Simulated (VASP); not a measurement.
Here is a VASP 6.6.1 calculation.

File INCAR:

```
PREC = Accurate ; ENCUT = 600
EDIFF = 1E-7 ; ISMEAR = -1
SIGMA = 0.05 ; LREAL = False
LASPH = True ; NELM = 100
ALGO = Normal ; ISIF = 3
LWAVE = False ; LCHARG = False
GGA = RP ; IBRION = 2
NSW = 40 ; EDIFFG = -0.02
```

File KPOINTS:

```
regular mesh
0
Gamma
  10 10 10
```

The input POSCAR:

```
CdO
1.0
    0.0000000000      2.3495000000      2.3495000000
    2.3495000000      0.0000000000      2.3495000000
    2.3495000000      2.3495000000      0.0000000000
Cd O
1 1
Direct
    0.0000000000      0.0000000000      0.0000000000
    0.5000000000      0.5000000000      0.5000000000
```

Potentials or basis: VASP PAW PBE potentials, release 64 (Cd, O).

Launch:

```bash
$ cat potpaw_PBE.64/Cd/POTCAR potpaw_PBE.64/O/POTCAR > POTCAR
$ mpirun -np 1 vasp_std > vasp.out
```

(1) What does it give for the band gap on the k mesh?

(2) Predict the space group after relaxing (to 0.05 Å).

(3) Predict the relaxed volume.

## Answers

(1) none (metal or under the smearing width).

(2) Fm-3m (No. 225).

(3) 14.14 Å³/atom.

Caveat: the PAW data sets were made with another functional, which shifts forces and pressure a little; this crystal is a semiconductor, whose small gap the functional closes, so the metal is an error of the method.
